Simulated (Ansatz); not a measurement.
Structures of PbO: which is lowest?

Plane-wave DFT in Ansatz with scalar-relativistic PAW potentials, cutoff 500 eV, Γ-centred meshes chosen by cell and gap, Gaussian smearing with energies taken to zero width. Every cell was relaxed (cell and atoms) in a run of its own, within the symmetry of its start. Functional: r2SCAN.

Relaxed structures (starts from databases or built by putting these elements on another compound's sites):
A. P4/nmm, 4 atoms in the computed cell, a = 3.987 Å, c = 5.322 Å; sites (symmetry × multiplicity) Pb 4mm × 2, O -4m2 × 2; start: database
B. Fm-3m, 2 atoms in the computed cell, a = 5.216 Å; sites (symmetry × multiplicity) O m-3m × 4, Pb m-3m × 4; start: built

Q: Rank them by energy. Could pressure change the order?

A:
```csv
structure,group,E − E(lowest) (meV/atom),V (Å³/atom),gap on mesh (eV)
A,P4/nmm,0.0,21.15,1.83
B,Fm-3m,251,17.74,0.32
```

A is lowest, 251 meV/atom under B. B is denser by 3.41 Å³/atom, so pressure favours it: ΔE/ΔV, with ΔE in eV and 1 eV/Å³ = 160.2 GPa, gives about 12 GPa for equal enthalpy if both cells were rigid, a rough figure since the two compress differently. Other structures may lie lower than all of these, and vibrations aren't counted.

Spin-orbit coupling is left out, which matters for the bands of heavy elements. For Tl, Pb and Bi spin-orbit coupling shifts energies too.